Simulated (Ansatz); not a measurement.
**How settings move the results for HgTe**

```
Hg Te
1.0
     0.00000    2.92150    2.92150
     2.92150    0.00000    2.92150
     2.92150    2.92150    0.00000
Hg Te
1 1
Direct
  0.00000 0.00000 0.00000
  0.50000 0.50000 0.50000
```

Atom numbers follow the list: Hg1, Te2.

The geometry is COD entry 1538296, unchecked; take it as a test cell.

Spin–orbit coupling is left out, though it moves levels of the heavy atoms by tenths of an eV or more.

Theory: Ansatz 0.2.0, DFT, PBE, all-electron LAPW, scalar-relativistic.

Sampling and basis: a Γ-centred 10×10×10 k mesh, Fermi–Dirac smearing of 0.08 eV, basis error target 1 meV/atom, no spin polarisation. One setting is then changed at a time.

| basis error target (meV/atom) | free energy less the base's (meV/atom) | P (GPa) | cutoff chosen (eV) |
| --- | --- | --- | --- |
| 1 (base) | 0.0 | 10.35 | 232 |
| 3 | 0.5 | 10.36 | 204 |
| 10 | 2.5 | 10.38 | 175 |
| 30 | 8.1 | 10.44 | 150 |
| 0.1 | -0.2 | 10.35 | 295 |
